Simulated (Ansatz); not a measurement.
# Li on Mg(0001), fcc start, 2x2 cell: photoemission fingerprints, part 2 of 3

Aim: how the adsorbate changes the work function, the valence spectrum and the core levels in Li on Mg(0001), fcc start, 2x2 cell.

Ansatz 0.2.0; DFT, PBE, plane-wave PAW, default files, scalar-relativistic.

So far, work function, upper face (eV): step 2 (the clean face) 3.76; step 3 (relaxation) 2.19.

### Step 4. Layer-resolved bands, DOS and potential (continued)

Peaks of A(k,E) at the labelled points: for each region the eleven nearest the zero at most, each over 6 % of that point's highest, less those above the energy where the solved bands run out; weight and spread sum the levels within three half widths or 0.3 eV, so near peaks share levels. Peaks of the spectral function, the first 40 of 83 rows:

```
point  weight on  E (eV)  A (1/eV)  weight near the peak  rms spread of levels (eV)
    K      total   -0.32     9.482                 2.987                      0.017
    K      total    0.36     8.406                 3.012                      0.075
    K      total    1.44     3.079                 1.011                      0.049
    K      total    1.86     2.738                 1.234                      0.137
    K      total    2.18     4.362                 1.494                       0.08
    K      total    3.06     3.444                 1.161                      0.078
    K        top   -0.32     1.261                 0.377                      0.017
    K        top    0.38     2.583                 1.074                      0.096
    K        top    1.46     1.069                 0.353                      0.051
    K        top    1.86     1.377                 0.629                      0.141
    K        top    2.16     1.163                  0.37                      0.076
    K        top    3.06      0.95                 0.352                      0.093
    K     middle   -0.32     4.952                 1.594                      0.017
    K     middle    0.36     1.439                 0.481                      0.071
    K     middle    1.44     0.909                 0.294                      0.048
    K     middle    2.18     1.565                 0.545                      0.079
    K     middle    3.06     1.015                 0.336                      0.074
    K     bottom   -0.32     3.263                 1.015                      0.016
    K     bottom    0.36     4.384                 1.456                      0.053
    K     bottom    1.44     1.101                 0.364                      0.049
    K     bottom    2.18     1.658                 0.578                      0.081
    K     bottom    3.06     1.477                 0.472                      0.061
    Γ      total   -6.64     3.246                 0.999                          0
    Γ      total   -5.88     3.255                 0.997                          0
    Γ      total   -4.64     3.216                 0.996                          0
    Γ      total   -2.98      3.18                 0.989                          0
    Γ      total   -1.36     2.475                  0.99                      0.092
    Γ      total     0.4     3.104                  0.97                      0.019
    Γ      total    1.46      2.56                 0.985                      0.089
    Γ      total    2.62     3.292                 0.977                          0
    Γ      total    3.04     3.246                 0.963                      0.008
    Γ        top   -6.64     0.457                 0.137                          0
    Γ        top   -5.88       1.1                  0.34                          0
    Γ        top   -4.64     1.077                 0.334                          0
    Γ        top   -2.98     0.989                 0.307                          0
    Γ        top   -1.36     0.851                  0.35                      0.097
    Γ        top     0.4     1.902                 0.599                      0.022
    Γ        top    1.46     1.206                 0.457                      0.086
    Γ        top    2.62     0.919                 0.276                          0
    Γ        top    3.04     0.575                 0.165                      0.019
```

The DOS has structure finer than the step of the table below, so its rows give means over 0.5 eV, whole bins alone (the curve runs from -8.53 to 3.77 eV). Peaks (eV: height): total -0.93: 10.7, 1.07: 12.4, 2.08: 13.7, 3.48: 16.0; Mg 3s -4.12: 6.67, -2.92: 7.44, -2.52: 5.46, -1.82: 5.93; Mg 3p* -0.93: 5.46, 1.07: 8.28, 2.08: 10.6, 3.48: 14.0; Li 2s -1.02: 0.450, -0.42: 0.374, 0.78: 0.880, 1.27: 0.967; Li 2p* -0.93: 0.342, 1.07: 0.517, 2.08: 0.662, 3.48: 0.874.

* holds the states left over by the projection beside any projected weight of its own, shared among the starred shells. The DOS by E, zero at the Fermi level; means over each step; values in states/eV/cell:

```
E (eV)   total   Mg 3s   Mg 3p*    Li 2s   Li 2p*
  -7.5       0       0        0        0        0
  -7.0  0.0358  0.0356   9.6e-5   7.9e-5   5.9e-6
  -6.5    1.08    1.08  0.00330  0.00237   2.0e-4
  -6.0    1.81    1.79   0.0106  0.00736   6.5e-4
  -5.5    3.05    3.00   0.0293   0.0186  0.00180
  -5.0    3.43    3.35   0.0543   0.0209  0.00335
  -4.5    3.26    3.12   0.0926   0.0461  0.00575
  -4.0    5.28    4.99    0.214   0.0584   0.0133
  -3.5    3.83    3.52    0.242   0.0505   0.0151
  -3.0    6.26    5.52    0.576    0.130   0.0360
  -2.5    5.26    4.31    0.726    0.174   0.0453
  -2.0    7.03    5.33     1.44    0.171   0.0897
  -1.5    5.84    3.71     1.84    0.177    0.115
  -1.0    9.06    3.89     4.49    0.400    0.280
  -0.5    7.00    2.14     4.29    0.299    0.268
   0.0    7.76    2.16     5.13    0.153    0.321
   0.5    7.86    2.40     4.54    0.639    0.284
   1.0    11.0    2.89     6.92    0.781    0.432
   1.5    9.00    1.03     7.09    0.437    0.443
   2.0    12.3    1.78     9.75    0.169    0.610
   2.5    10.2    1.24     8.38   0.0623    0.524
   3.0    11.6   0.585     10.3   0.0595    0.644
   3.5    14.6    1.01     12.8   0.0228    0.798
```

This run's widths, added to any smearing of the DOS itself: Gaussian 0.15 eV, Lorentzian 0.05 eV. Table of intensity by binding energy, zero at the Fermi level; values in % of the maximum within 13 eV:

```
binding energy (eV)  21.2 eV  100 eV  150 eV  1486.7 eV  8047.8 eV
               -1.0    0.413   0.429   0.446      0.366      0.345
               -0.5    0.917   0.959   0.992      0.760      0.703
                0.0     25.5    30.1    32.4       23.1       20.3
                0.5     68.0    62.1    58.2       35.2       32.2
                1.0     98.3    98.1    97.9       71.6       66.4
                1.5     43.7    44.2    47.7       50.1       50.1
                2.0     61.5    69.7    77.8       81.8       80.7
                2.5     54.3    56.2    62.1       71.5       72.4
                3.0     57.0    68.1    80.0       95.0       94.7
                3.5     27.0    35.6    42.4       48.0       46.9
                4.0     35.7    45.3    56.1       73.7       74.0
                4.5     24.5    31.2    37.7       46.2       45.9
                5.0     24.3    30.8    39.5       56.5       57.4
                5.5     20.1    25.9    33.0       46.5       47.2
                6.0     8.71    10.2    13.6       22.4       23.3
                6.5     6.05    6.53    9.08       16.9       17.9
                7.0    0.346   0.395   0.513      0.810      0.840
                7.5    0.153   0.179   0.221      0.305      0.311
                8.0    0.106   0.124   0.151      0.198      0.200
                8.5   0.0805  0.0942   0.113      0.144      0.145
```

Maxima picked by a test of local sharpness, so broad peaks and shoulders can be missing; peaks within 0.45 eV of a curve's cut are left out. Valence peaks, by row, the first 40 of 55 rows:

```
photon energy (eV)  binding energy (eV)  height (% of the maximum within 13 eV)  main shell  its share (%)
              21.2                 6.15                                   9.228       Mg 3s          92.69
              21.2                 5.65                                   20.23       Mg 3s          87.84
              21.2                 5.45                                    20.4       Mg 3s          85.87
              21.2                  4.9                                   29.37       Mg 3s          86.15
              21.2                 4.15                                    45.7       Mg 3s          76.04
              21.2                 3.75                                    36.4       Mg 3s          75.04
              21.2                 2.95                                   62.04       Mg 3s          61.11
              21.2                  2.5                                   55.66       Mg 3s          47.57
              21.2                 2.05                                   62.84       Mg 3s           50.4
              21.2                    1                                     100       Li 2s          55.25
              21.2                 0.45                                   70.68       Li 2s          62.57
               100                 6.15                                   10.09       Mg 3s          95.33
               100                 5.45                                   26.54       Mg 3s          92.48
               100                  4.9                                   37.27       Mg 3s          92.24
               100                 4.15                                   59.55       Mg 3s          86.92
               100                  3.7                                   46.47       Mg 3s          84.98
               100                 2.95                                   72.08       Mg 3s          75.41
               100                  2.5                                   57.51       Mg 3s          62.78
               100                  2.1                                   71.49       Mg 3s          67.65
               100                    1                                     100       Mg 3s          38.91
               100                  0.4                                   64.86       Li 2s          43.19
               150                 6.15                                   13.94       Mg 3s          97.64
               150                 5.65                                    32.6       Mg 3s          96.39
               150                 5.45                                   33.66       Mg 3s          95.91
               150                  4.9                                    47.7       Mg 3s          95.69
               150                 4.15                                   72.37       Mg 3s          92.34
               150                 3.75                                   56.53       Mg 3s          91.38
               150                 2.95                                   84.01       Mg 3s          84.49
               150                  2.5                                   63.56       Mg 3s          75.27
               150                  2.1                                   79.69       Mg 3s          78.02
               150                 1.85                                   77.69       Mg 3s          76.59
               150                    1                                     100       Mg 3s          50.19
               150                 0.35                                   61.68      Mg 3p*          40.65
              1487                 6.15                                   25.57       Mg 3s           99.9
              1487                 5.65                                    48.8       Mg 3s          99.83
              1487                  4.9                                   68.31       Mg 3s          99.75
              1487                 4.15                                   88.22       Mg 3s          99.47
              1487                 3.75                                   70.61       Mg 3s          99.33
              1487                 2.95                                     100       Mg 3s          98.71
              1487                  2.5                                   73.35       Mg 3s          97.88
```

From the Fermi level. Table of planar mean, electrostatic potential by z:

z (Å), planar mean, electrostatic potential (eV) and a bar from the least value:
```
      0.0        2.8 ############################
      0.5        3.1 #############################
      1.0        3.4 #############################
      1.5        3.7 ##############################
      2.0        3.7 ##############################
      2.5        3.7 ##############################
      3.0        3.7 ##############################
      3.5        3.7 ##############################
      4.0        3.7 ##############################
      4.5        3.7 ##############################
      5.0        3.6 ##############################
      5.5        3.3 #############################
      6.0        2.4 ############################
      6.5        0.3 #######################
      7.0       -5.3 #############
      7.5      -11.8 
      8.0       -5.1 #############
      8.5        0.1 #######################
      9.0        0.6 ########################
      9.5       -3.5 ################
     10.0      -11.4 #
     10.5       -6.9 ##########
     11.0       -0.3 ######################
     11.5        0.8 ########################
     12.0       -2.2 ###################
     12.5      -10.5 ###
     13.0       -8.7 ######
     13.5       -1.1 #####################
     14.0        1.0 #########################
     14.5       -1.1 #####################
     15.0       -8.5 ######
     15.5      -10.4 ###
     16.0       -2.7 ##################
     16.5        1.0 #########################
     17.0        1.7 ##########################
     17.5        1.0 #########################
     18.0        1.4 ##########################
     18.5        1.9 ###########################
     19.0        2.1 ###########################
     19.5        2.1 ###########################
     20.0        2.2 ###########################
     20.5        2.2 ###########################
     21.0        2.2 ###########################
     21.5        2.2 ###########################
     22.0        2.2 ###########################
     22.5        2.2 ###########################
     23.0        2.2 ###########################
     23.5        2.2 ###########################
     24.0        2.5 ############################
```

Shapes are the site's partial DOS without matrix elements, which overweights lines from ligand s bands. Table of intensity, Mg L2,3 by emission energy less the core level's binding energy, zero at the Fermi level; read off at these points:

```
emission energy less the core level's binding energy (eV)  intensity, Mg L2,3 (% of the unpolarised maximum)
                                                    -8.53                                            0.00394
                                                    -8.22                                            0.00491
                                                    -8.03                                            0.00712
                                                    -7.72                                             0.0427
                                                    -7.42                                              0.426
                                                    -7.22                                               1.52
                                                    -6.92                                               6.39
                                                    -6.62                                               16.0
                                                    -6.42                                               23.6
                                                    -6.12                                               34.9
                                                    -5.83                                               46.4
                                                    -5.62                                               52.6
                                                    -5.33                                               58.3
                                                    -5.03                                               64.3
                                                    -4.83                                               68.5
                                                    -4.53                                               75.5
                                                    -4.22                                               85.2
                                                    -4.03                                               88.4
                                                    -3.73                                               85.3
                                                    -3.42                                               85.4
                                                    -3.12                                               95.0
                                                    -2.92                                               99.5
                                                    -2.83                                              100.0
                                                    -2.62                                               98.7
                                                    -2.33                                               97.9
                                                    -2.12                                               98.5
                                                    -1.82                                               94.4
                                                    -1.52                                               84.7
                                                    -1.32                                               79.4
                                                    -1.02                                               71.8
                                                    -0.72                                               59.0
                                                    -0.53                                               49.5
                                                    -0.23                                               35.7
                                                    -0.03                                               25.2
                                                     0.07                                               19.8
                                                     0.28                                               10.3
                                                     0.57                                               2.34
                                                     0.88                                              0.285
                                                     1.07                                             0.0541
                                                     1.38                                            0.00856
```

Window up to 3.8 eV. Shell moments, by row:

```
element  shell  occupied states an atom  centre of occupied part (eV)  rms width of occupied part (eV)  centre up to the window's top (eV)  rms width up to the window's top (eV)
     Li     2s                   0.8124                        -1.762                            1.283                            -0.08722                                  1.721
     Mg     3s                    1.469                        -3.109                             1.65                              -2.157                                   2.43
     Mg    3p*                   0.5154                        -1.118                           0.9551                                1.59                                  1.719
     Li    2p*                   0.5153                        -1.117                           0.9538                                1.59                                  1.719
```

Shapes are the site's partial DOS without matrix elements, which overweights lines from ligand s bands. Emission peaks, by row:

```
   line  energy (eV)  height (%)
Mg L2,3           -4       88.46
Mg L2,3        -2.85         100
Mg L2,3        -2.15       98.56
```

The spectra weight each projected shell by its atomic cross section (Dirac–Hartree–Slater) and angular factor, for unpolarised light with the analyser at 45° from the beam. Broadening, on top of any smearing of the DOS itself: a Gaussian of 0.15 eV and a Lorentzian of 0.05 eV plus 0 times the binding energy (full widths), Fermi edge at 300 K. Each atom is damped by exp[−depth/(λ cos θ)], θ = 75° from the normal, λ from the universal curve. Curves are cut 10 eV under the photon energy, above any shell that the free atom's threshold puts out of reach, or at the lower edge of the window: 8.6 eV at 21.2 eV, 8.6 eV at 100 eV, 8.6 eV at 150 eV, 8.6 eV at 1486.7 eV and 8.6 eV at 8047.8 eV. A star in tables and legends marks shells that hold the states left over by the projection (26.5 % of the filled ones), a stand-in for orbitals that the files don't project on. Dipole terms alone, which is rough above 3 keV; no background, satellites or final-state effects.

How the area divides among the shells (%):

```
 shell  21.2 eV  100 eV  150 eV  1486.7 eV  8047.8 eV
 Li 2s     39.0    23.1    13.5        0.6        0.1
 Mg 3s     49.3    63.0    73.5       96.6       99.2
Mg 3p*      7.5    13.1    12.7        2.8        0.6
Li 2p*      4.2     0.8     0.3        0.0        0.0
```

(Part 2 of 3 ends here.)

[Logs are printed without paths, hosts, clocks, repeated set-up lines and the standing remarks that a program may print on its own settings, such as how far it seeks lower states.]

[Hosts, paths, dates, database ids (printed as entryN), source tags and the programs' standing remarks are cut or masked in the printed files.]

[Maps of the electrostatic potential energy from Ansatz leave out the sawtooth potential of an applied field or a dipole correction, so their vacuum need not be flat; work functions include it.]
